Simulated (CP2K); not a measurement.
The system is Au.

```xyz
1
Lattice="2.8779 0.0000 0.0000 1.4390 2.4924 0.0000 1.4390 0.8308 2.3498" Properties=species:S:1:pos:R:3 pbc="T T T"
Au    0.0000    0.0000    0.0000
```

Base run:

* Program: CP2K 2026.2
* Functional: AM05
* Potentials or basis: POTENTIAL_UZH Au GTH-PBE-q11; TZVP-MOLOPT-PBE-GTH basis
* Density cutoff: 9524 eV
* k mesh: 11 × 11 × 11
* Occupations: fermi-dirac, width 0.05 eV
* Spin: no spin polarisation

Its results: band gap on the k mesh none (metal or under the smearing width); pressure 7.5 GPa.

Problem. After a change of settings the same cell gave: band gap on the k mesh none (metal or under the smearing width); pressure 16.3 GPa. Which change was it?
A. functional from AM05 to LDA
B. functional from AM05 to optB88-vdW
C. functional from AM05 to PBE; density cutoff from 9524 eV to 8163 eV; cutoff of the grids from 700 Ry to 600 Ry
D. functional from AM05 to TPSS

Solution. C.

Caveats: the basis of atomic orbitals isn't converged, which shifts pressures, moduli and gaps; the potentials were made for another functional, which shifts forces and pressure (some runs); spin-orbit coupling is left out, which moves the levels of the heavy elements (some runs).
